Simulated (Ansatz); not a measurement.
RbBr (Pm-3m) from a database of computed structures, relaxed with r2SCAN in the plane-wave code Ansatz. The symmetry is Pm-3m (No. 221, cubic); conventional cell a = 4.124 Å, 35.08 Å³ an atom. Rb has 8 Br at 3.57 Å; Br has 8 Rb at 3.57 Å.

The axes x, y and z are those of this cell:
```yaml
crystal:
  lattice:
    - [4.12425, 0.00000, 0.00000]
    - [0.00000, 4.12425, 0.00000]
    - [0.00000, 0.00000, 4.12425]
  atoms:
    - { symbol: Rb, position: [0.00000, 0.00000, 0.00000] }
    - { symbol: Br, position: [0.50000, 0.50000, 0.50000] }
```

Unstrained: PBE gives an indirect gap of 4.087 eV, from M to Γ; the least direct gap is 4.240 eV at Γ. r2SCAN gives an indirect gap of 4.834 eV, from M to Γ; the least direct gap is 4.988 eV at Γ. The HSE06 gap is indirect, 5.268 eV (M to Γ), below the direct gap of 5.432 eV at Γ. Meshes: PBE 6×6×6, r2SCAN 6×6×6, HSE06 4×4×4. Strains are changes of length per length, and xy shears are angles. After each strain the atoms were relaxed again with r2SCAN in this cell and within any symmetry left, so distortions that break it or need a larger cell weren't tested; points keep the names that they have in the unstrained zone. Calculated for a static, non-magnetic cell.

(1) Apply isotropic -4.53 % on every length. How far does the gap move, against the unstrained cell?

(2) Estimate what uniaxial +5.13 % along y, other directions held does to the gap.

(3) Estimate what xy shear, engineering strain (angle) -5.76 % does to the gap.

(4) Estimate what uniaxial -1.64 % along z, other directions held does to the gap.

(5) Order the strained cells by their HSE06 gap, smallest first.
A. uniaxial -1.64 % along z, other directions held
B. xy shear, engineering strain (angle) -5.76 %
C. uniaxial +5.13 % along y, other directions held
D. isotropic -4.53 % on every length

## Answers

(1) PBE: the gap goes from 4.087 to 4.629 eV (+0.542 eV). r2SCAN: the gap goes from 4.834 to 5.440 eV (+0.606 eV). HSE06: the gap goes from 5.268 to 5.856 eV (+0.588 eV). The r2SCAN energy rises by 43.9 meV an atom.

(2) PBE: the gap goes from 4.087 to 3.823 eV (-0.264 eV). r2SCAN: the gap goes from 4.834 to 4.545 eV (-0.289 eV). HSE06: the gap goes from 5.268 to 4.984 eV (-0.284 eV). The r2SCAN energy rises by 9.6 meV an atom.

(3) PBE: the gap goes from 4.087 to 4.093 eV (+0.006 eV). r2SCAN: the gap goes from 4.834 to 4.838 eV (+0.004 eV). HSE06: the gap goes from 5.268 to 5.274 eV (+0.006 eV). The r2SCAN energy rises by 2.8 meV an atom.

(4) PBE: the gap goes from 4.087 to 4.092 eV (+0.005 eV). r2SCAN: the gap goes from 4.834 to 4.843 eV (+0.009 eV). HSE06: the gap goes from 5.268 to 5.275 eV (+0.007 eV). The r2SCAN energy rises by 1.3 meV an atom.

(5) C (4.98 eV), B (5.27 eV), A (5.28 eV), D (5.86 eV).

Spin-orbit coupling is left out.

The meshes of the hybrids are coarse, so their gaps aren't converged to the digits shown.
